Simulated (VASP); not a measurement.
# Sn (Fd-3m) in VASP: further runs, part 2 of 2

VASP 6.6.1. Earlier steps stand in the parts before.

## 5. Relaxation of cell and atoms, LDA

This run uses another cell than the first one, of 33.80 Å³/atom, 0.919 times its volume.

INCAR reads:

```
SYSTEM = Sn
ALGO = Normal
EDIFF = 1E-6
EDIFFG = -0.01
ENCUT = 600
IBRION = 2
ISIF = 3
ISMEAR = 0
LASPH = .True.
LCHARG = .False.
LREAL = .False.
LWAVE = .False.
NELM = 80
NSW = 90
PREC = Accurate
SIGMA = 0.03
```

KPOINTS reads:

```
k-points
0
Gamma
  10 10 10
  0 0 0
```

POSCAR reads:

```
Sn
1.0
    0.0000000000      3.2333428000      3.2333428000
    3.2333428000      0.0000000000      3.2333428000
    3.2333428000      3.2333428000      0.0000000000
Sn
2
Direct
    0.0000000000      0.0000000000      0.0000000000
    0.2500000000      0.2500000000      0.2500000000
```

Potentials or basis: VASP PAW LDA potentials, release 64 (Sn_d).

The run is started by

```bash
> cat potpaw_LDA.64/Sn_d/POTCAR > POTCAR
> mpirun -np 1 vasp_std > vasp.out
```

OUTCAR:

```text
SYSTEM = Sn
   EDIFF = 1E-6
   EDIFFG = -0.01
   ENCUT = 600
   IBRION = 2
   ISIF = 3
   ISMEAR = 0
   LASPH = .True.
   LREAL = .False.
   NELM = 80
   NSW = 90
   PREC = Accurate

 ion  position               nearest neighbor table
   1  0.000  0.000  0.000-   2 2.80   2 2.80   2 2.80   2 2.80
   2  0.250  0.250  0.250-   1 2.80   1 2.80   1 2.80   1 2.80

  LATTYP: Found a face centered cubic cell.
 ALAT       =     6.4666856000

  Lattice vectors:

 A1 = (   0.0000000000,   3.2333428000,   3.2333428000)
 A2 = (   3.2333428000,   0.0000000000,   3.2333428000)
 A3 = (   3.2333428000,   3.2333428000,   0.0000000000)

Analysis of symmetry for initial positions (statically):
=====================================================================
 Subroutine PRICEL returns:
 Original cell was already a primitive cell.

 Routine SETGRP: Setting up the symmetry group for a
 face centered cubic supercell.

 Subroutine GETGRP returns: Found 48 space group operations
 (whereof 24 operations were pure point group operations)
 out of a pool of 48 trial point group operations.

The static configuration has the point symmetry T_d .
[... 173 lines left out ...]
  -------------------------------------------------------------------------------------
  Total        0.0737398      0.0737398      0.0737398     -0.0000000      0.0000000     -0.0000000
  in kB        1.7475408      1.7475408      1.7475408     -0.0000000      0.0000000     -0.0000000
  external PRESSURE =       1.7475408 kB  Pullay stress =       0.0000000 kB
[... 59 lines left out ...]
--------------------------------------- Ionic step        3  -------------------------------------------

 number of electron      28.0000005 magnetization

 Free energy of the ion-electron system (eV)
  ---------------------------------------------------
  ext. energy  EPLUGINS =         0.00000000
  ---------------------------------------------------
  free energy    TOTEN  =        -8.93990036 eV

  energy without entropy =       -8.93975831  energy(sigma->0) =       -8.93982933

 E-fermi :   5.3677     XC(G=0):  -9.2244

 val. band max:        5.3566535536   @ k =   0.5000   0.0000   0.0000
 cond. band min:       5.4203273697   @ k =   0.4000   0.0000   0.0000
 fundamental gap:      0.0636738161
 Fermi energy:         5.3677486159

 k-point     1 :       0.0000    0.0000    0.0000
  band No.  band energies     occupation
      1     -16.1836      2.00000
      2     -16.1836      2.00000
      3     -16.1836      2.00000
      4     -16.1211      2.00000
      5     -16.1211      2.00000
      6     -15.8029      2.00000
[... 481 lines left out ...]
      5     -15.9963      2.00000
      6     -15.9667      2.00000
[... 10 lines left out ...]
     17      10.8784      0.00000
     18      11.3765      0.00000

 [... further k-points ...]

------------------------ aborting loop because EDIFF is reached ----------------------------------------

  FORCE on cell =-STRESS in cart. coord.  units (eV):
  Direction    XX          YY          ZZ          XY          YZ          ZX
  --------------------------------------------------------------------------------------
  -------------------------------------------------------------------------------------
  Total        0.0157844      0.0157844      0.0157844      0.0000000      0.0000000      0.0000000
  in kB        0.3727914      0.3727914      0.3727914      0.0000000      0.0000000      0.0000000
  external PRESSURE =       0.3727914 kB  Pullay stress =       0.0000000 kB
[... 17 lines left out ...]
  FREE ENERGIE OF THE ION-ELECTRON SYSTEM (eV)
  ---------------------------------------------------
  free  energy   TOTEN  =        -8.9399003568 eV

  energy  without entropy=       -8.9397583093  energy(sigma->0) =       -8.93982933

 reached required accuracy - stopping structural energy minimisation
```

CONTCAR:

```text
Sn
   1.00000000000000
    -0.0000000000000000    3.2370353990566554    3.2370353990566554
     3.2370353990566554    0.0000000000000000    3.2370353990566554
     3.2370353990566554    3.2370353990566554   -0.0000000000000000
  Sn
     2
Direct
     0.0000000000000000    0.0000000000000000    0.0000000000000000
     0.2500000000000000    0.2500000000000000    0.2500000000000000

  0.00000000E+00  0.00000000E+00  0.00000000E+00
  0.00000000E+00  0.00000000E+00  0.00000000E+00
```

It took 53 s on 1 thread of Intel Xeon 6975P-C (Granite Rapids), shared host; peak memory 0.22 GiB.

What came out:

- Free energy: -8.9399 eV
- Relaxed volume: 33.92 Å³/atom
- Relaxed cell: a = 4.578 Å, b = 4.578 Å, c = 4.578 Å, α = 60.00°, β = 60.00°, γ = 60.00°
- Space group after relaxing (to 0.05 Å): Fd-3m (No. 227)
- Energy gained by relaxing: 0.1 meV/atom
- Ionic steps: 3
- Pressure after relaxing: 0.0 GPa
- Band gap on the k mesh: none (metal or under the smearing width)

Step by step:
| step | energy change (eV) | largest force (eV/Å) | pressure (GPa) | volume (Å³) |
| --- | --- | --- | --- | --- |
| 1 | 0.0000 | 0.0000 | 0.17 | 67.61 |
| 2 | -0.0001 | 0.0000 | -0.09 | 67.97 |
| 3 | -0.0001 | 0.0000 | 0.04 | 67.84 |

Final structure:
```xyz
2
Lattice="0.0000 3.2370 3.2370 3.2370 0.0000 3.2370 3.2370 3.2370 0.0000" Properties=species:S:1:pos:R:3 pbc="T T T"
Sn    0.0000    0.0000    0.0000
Sn    1.6185    1.6185    1.6185
```

Levels at points of the mesh, in eV from the Fermi level:
```tsv
k point	band 11	band 12	band 13	band 14	band 15	band 16	band 17	band 18
(0.00, 0.00, 0.00)	-10.62	-0.67	0.16	0.16	0.16	2.22	2.22	2.22
(0.50, 0.00, 0.00)	-8.98	-6.29	-1.05	-1.05	-0.01	3.30	3.30	5.60
(0.50, 0.50, 0.00)	-7.51	-7.51	-2.41	-2.41	0.83	0.83	7.77	7.77
```

## 6. Relaxation of cell and atoms, LDA

This run uses another cell than the first one, of 33.92 Å³/atom, 0.922 times its volume.

Edit INCAR of step 5 so:

```diff
@@ -2,4 +2,4 @@
 ALGO = Normal
-EDIFF = 1E-6
-EDIFFG = -0.01
+EDIFF = 1E-7
+EDIFFG = -0.005
 ENCUT = 600
```

KPOINTS is that of step 5.

POSCAR reads:

```
Sn                                      
1.0
   -0.0000000000      3.2370353991      3.2370353991
    3.2370353991      0.0000000000      3.2370353991
    3.2370353991      3.2370353991     -0.0000000000
  Sn            
     2
Direct
     0.0000000000000000    0.0000000000000000    0.0000000000000000
     0.2500000000000000    0.2500000000000000    0.2500000000000000
```

Potentials or basis: VASP PAW LDA potentials, release 64 (Sn_d).

The run is started by

```bash
> cat potpaw_LDA.64/Sn_d/POTCAR > POTCAR
> mpirun -np 1 vasp_std > vasp.out
```

OUTCAR:

```text
SYSTEM = Sn
   EDIFF = 1E-7
   EDIFFG = -0.005
   ENCUT = 600
   IBRION = 2
   ISIF = 3
   ISMEAR = 0
   LASPH = .True.
   LREAL = .False.
   NELM = 80
   NSW = 90
   PREC = Accurate

 ion  position               nearest neighbor table
   1  0.000  0.000  0.000-   2 2.80   2 2.80   2 2.80   2 2.80
   2  0.250  0.250  0.250-   1 2.80   1 2.80   1 2.80   1 2.80

  LATTYP: Found a face centered cubic cell.
 ALAT       =     6.4740707982

  Lattice vectors:

 A1 = (   0.0000000000,   3.2370353991,   3.2370353991)
 A2 = (   3.2370353991,   0.0000000000,   3.2370353991)
 A3 = (   3.2370353991,   3.2370353991,   0.0000000000)

Analysis of symmetry for initial positions (statically):
=====================================================================
 Subroutine PRICEL returns:
 Original cell was already a primitive cell.

 Routine SETGRP: Setting up the symmetry group for a
 face centered cubic supercell.

 Subroutine GETGRP returns: Found 48 space group operations
 (whereof 24 operations were pure point group operations)
 out of a pool of 48 trial point group operations.

The static configuration has the point symmetry T_d .
[... 165 lines left out ...]

 E-fermi :   5.3677     XC(G=0):  -9.2246

 val. band max:        5.3566159724   @ k =   0.5000   0.0000   0.0000
 cond. band min:       5.4202897461   @ k =   0.4000   0.0000   0.0000
 fundamental gap:      0.0636737737
 Fermi energy:         5.3676871695

 k-point     1 :       0.0000    0.0000    0.0000
  band No.  band energies     occupation
      1     -16.1840      2.00000
      2     -16.1840      2.00000
      3     -16.1840      2.00000
      4     -16.1215      2.00000
      5     -16.1215      2.00000
      6     -15.8033      2.00000
[... 481 lines left out ...]
      5     -15.9968      2.00000
      6     -15.9671      2.00000
[... 10 lines left out ...]
     17      10.8783      0.00000
     18      11.3765      0.00000

 [... further k-points ...]

------------------------ aborting loop because EDIFF is reached ----------------------------------------

  FORCE on cell =-STRESS in cart. coord.  units (eV):
  Direction    XX          YY          ZZ          XY          YZ          ZX
  --------------------------------------------------------------------------------------
  -------------------------------------------------------------------------------------
  Total       -0.0026251     -0.0026251     -0.0026251      0.0000000      0.0000000     -0.0000000
  in kB       -0.0619978     -0.0619978     -0.0619978      0.0000000      0.0000000     -0.0000000
  external PRESSURE =      -0.0619978 kB  Pullay stress =       0.0000000 kB

 VOLUME and BASIS-vectors are now :
 -----------------------------------------------------------------------------
  energy-cutoff  :      600.00
  volume of cell :       67.84
      direct lattice vectors                 reciprocal lattice vectors
     0.000000000  3.237035399  3.237035399    -0.154462321  0.154462321  0.154462321
     3.237035399  0.000000000  3.237035399     0.154462321 -0.154462321  0.154462321
     3.237035399  3.237035399  0.000000000     0.154462321  0.154462321 -0.154462321

 POSITION                                       TOTAL-FORCE (eV/Angst)
 -----------------------------------------------------------------------------------
      0.00000      0.00000      0.00000        -0.000000     -0.000000     -0.000000
      1.61852      1.61852      1.61852         0.000000      0.000000      0.000000
 -----------------------------------------------------------------------------------
    total drift:                               -0.000000      0.000000      0.000000

  FREE ENERGIE OF THE ION-ELECTRON SYSTEM (eV)
  ---------------------------------------------------
  free  energy   TOTEN  =        -8.9399205521 eV

  energy  without entropy=       -8.9397786159  energy(sigma->0) =       -8.93984958

 reached required accuracy - stopping structural energy minimisation
```

It took 27 s on 1 thread of Intel Xeon 6975P-C (Granite Rapids), shared host; peak memory 0.21 GiB.

What came out:

| Item | Value |
| --- | --- |
| Free energy | -8.9399 eV |
| Pressure after relaxing | 0.0 GPa |
| Band gap on the k mesh | none (metal or under the smearing width) |

Final structure:
```
Sn
1.0
     0.00000    3.23704    3.23704
     3.23704    0.00000    3.23704
     3.23704    3.23704    0.00000
Sn
2
Cartesian
  0.0000 0.0000 0.0000
  1.6185 1.6185 1.6185
```

Caveat: the relaxation stopped at its first step, so nothing moved.

## 7. Summary

```tsv
level	potentials or basis	gap on the mesh (eV)	pressure (GPa)
PBE	VASP PAW PBE potentials, release 64 (Sn_d)	none	0.0
PBEsol	VASP PAW PBE potentials, release 64 (Sn_d)	none	0.0
LDA	VASP PAW LDA potentials, release 64 (Sn_d)	none	0.0
```

Alike in all rows: task relaxation of cell and atoms; no spin polarisation; cell relaxed; k mesh 10 × 10 × 10; cutoff (eV) 600; smearing gaussian 0.03 eV.

Caveats: the relaxation stopped at its first step, so nothing moved (some runs); the PAW data sets were made with another functional, which shifts forces and pressure a little (some runs).

Absolute energies hang on the potentials; compare differences alone.
